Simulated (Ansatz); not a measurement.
The system is Zn.

```
CELL_PARAMETERS angstrom
-1.56904 1.56904 1.56904
1.56904 -1.56904 1.56904
1.56904 1.56904 -1.56904
ATOMIC_POSITIONS crystal
Zn 0.00000 0.00000 0.00000
```

This isn't the form of Zn at room conditions, which is hcp.

Base run:

```yaml
Program: Ansatz 0.2.0
Functional: LDA
Potentials_or_basis: all-electron LAPW, scalar-relativistic
Cutoff: 253 eV
Density_cutoff: 1013 eV
Basis_error_allowed: 0.001 eV/atom
k_mesh: 12 × 12 × 12
Occupations: gaussian, width 0.02 eV
Spin: no spin polarisation
```

Its results: band gap on the k mesh none (metal or under the smearing width); pressure -8.3 GPa.

Q: The run is repeated on the same cell with these changes: functional from LDA to PBEsol; occupations from gaussian, width 0.02 eV to gaussian, width 0.05 eV. What comes out?

A: Band gap on the k mesh none (metal or under the smearing width); pressure -5.1 GPa.

Not every run made on this cell is shown here.
